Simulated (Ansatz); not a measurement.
Input of an Ansatz 0.2.0 run:

input.yaml

```yaml
crystal:
  lattice:
    - [2.839677, 0.0, 0.0]
    - [0.0, 4.681264, 0.0]
    - [0.0, 0.0, 4.900742]
  atoms:
    - { symbol: Ti, position: [0.0, 0.5, 0.165916] }
    - { symbol: Al, position: [0.0, 0.0, 0.8359] }
    - { symbol: Al, position: [0.5, 0.0, 0.330912] }
    - { symbol: Al, position: [0.5, 0.5, 0.667271] }
hamiltonian:
  xc: pbesol
  pseudopotentials: { kind: paw }
kpoints:
  mp_grid: { grid: [9, 6, 6] }
scf:
  occupations: { method: fermi_dirac, width: 0.05 }
output:
  forces: true
  stress: true
  eigenvalues: true
```

Potentials or basis: Ansatz PAW.

Launch:

```bash
$ ansatz run input.yaml --threads 2 --pin off --max-ram 5632MiB --backend cpu --events-out ev --progress --plain --runs-dir out
```

What does it give for the band gap on the k mesh?

None (metal or under the smearing width).

What does it give for the pressure?

-2.4 GPa.

Predict the largest force.

0.049 eV/Å.

Forces on the atoms (eV/Å):
```
Ti   0.000  0.000 -0.040
Al   0.000  0.000  0.049
Al   0.000  0.000  0.005
Al   0.000  0.000 -0.013
```

Caveat: the PAW data sets come from PBE, with cores solved anew for the run's functional, which leaves a small shift of forces and pressure.
